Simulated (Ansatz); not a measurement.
A distorted cell of GeTe (alpha-GeTe type, space group R3m):

```
CELL_PARAMETERS angstrom
      4.22663     2.44024     7.27983
      0.00000     2.44024     7.27983
      0.00000    -2.44024     3.63992
ATOMIC_POSITIONS crystal
  Ge 0.00000 0.23629 0.18086
  Ge 0.50000 0.23218 0.28761
  Te 0.00000 0.77221 0.81136
  Te 0.50000 0.75932 0.72017
```

All values below come from PBE (plane waves to 420 eV, PAW, scalar-relativistic; Ansatz, an electronic-structure program). k mesh 10×10×10 (Γ-centred), Fermi-Dirac smearing 0.05 eV. Compression counts positive. GeTe was relaxed with its symmetry unable to fall. Spin-orbit coupling is left out, though Te is heavy.

Q: Predict the force on every atom, in eV/Å.

A: 
```
atom     Fx      Fy      Fz
----  -----  ------  ------
Ge1   0.000  -0.145   0.140
Ge2   0.000   0.052  -0.137
Te3   0.000   0.180  -0.297
Te4   0.000  -0.088   0.294
```

Q: Give the stress tensor in GPa and the pressure.

A: 
```
   0.28     0.00     0.00
   0.00    -0.45     0.12
   0.00     0.12    -0.03
```
The pressure, a third of the trace, is -0.07 GPa.

(A displaced cell: forces are minus the slopes of the energy, force constants its curvatures, and phonons follow from these.)
